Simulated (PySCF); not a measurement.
Geometries of 2 isomers of C4H8, from PBE0-D3(BJ)/def2-SVP geometry optimisation, gas phase in PySCF. One conformer each, no zero-point energy, no frequencies.

Question: Which isomer lies lower at this level?
A.
```xyz
12
angstrom
C      1.905    0.313    0.570
C      0.680    0.680    0.191
C     -0.257   -0.143   -0.635
C     -1.556   -0.476    0.095
H      2.326   -0.654    0.275
H      2.535    0.963    1.184
H      0.299    1.659    0.514
H     -0.498    0.410   -1.561
H      0.248   -1.071   -0.951
H     -1.358   -1.064    1.004
H     -2.237   -1.057   -0.545
H     -2.087    0.439    0.403
```
B.
```xyz
12
angstrom
C      1.353   -0.345    0.707
C      0.196   -0.053    0.102
C     -1.067   -0.811    0.388
C      0.078    1.051   -0.907
H      2.267    0.216    0.490
H      1.426   -1.154    1.439
H     -1.853   -0.135    0.765
H     -0.911   -1.606    1.130
H     -1.467   -1.270   -0.532
H      1.032    1.572   -1.061
H     -0.264    0.658   -1.880
H     -0.675    1.793   -0.590
```

Answer: B. That is `C=C(C)C`, 4.0 kcal/mol below the other.

```csv
SMILES,atoms numbered as above,E (Eh),relative (kcal/mol),relative (kJ/mol),dipole (D)
C=C(C)C,[CH2:1]=[C:2]([CH3:3])[CH3:4],-156.91897,0.0,0.0,0.60
C=CCC,[CH2:1]=[CH:2][CH2:3][CH3:4],-156.91253,4.0,16.9,0.39
```
